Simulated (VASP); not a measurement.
C, 2 atoms in the cell. It takes space group Fd-3m (No. 227, cubic). The conventional cell has a = 3.567 Å, b = 3.567 Å, c = 3.567 Å, α = 90.00°, β = 90.00°, γ = 90.00°. Around C (site symmetry -43m) lie 4 C at 1.54 Å. This isn't the form of C at room conditions, which is graphite.

```yaml
Program: VASP 6.6.1
Task: single point
Functional: PBE
Potentials_or_basis: VASP PAW PBE potentials, release 64 (C)
Cutoff: 520 eV
k_mesh: 13 × 13 × 13
Occupations: gaussian, width 0.028 eV
Spin: no spin polarisation
Further_INCAR_settings: ALGO = Normal; EDIFF = 1e-06
```

Potentials or basis: VASP PAW PBE potentials, release 64 (C).

Command:

```console
$ cat potpaw_PBE.64/C/POTCAR > POTCAR
$ mpirun -np 1 vasp_std > vasp.out
```

Hardware: 1 thread of Intel(R) Xeon(R) Platinum 8488C (Sapphire Rapids), with other jobs on the host.

Estimate the wall time of this run.

Run time: 5.9 s on 1 thread of Intel(R) Xeon(R) Platinum 8488C (Sapphire Rapids), with other jobs on the host, peak memory 0.11 GiB. Counts: scf iterations 11, k points 84.
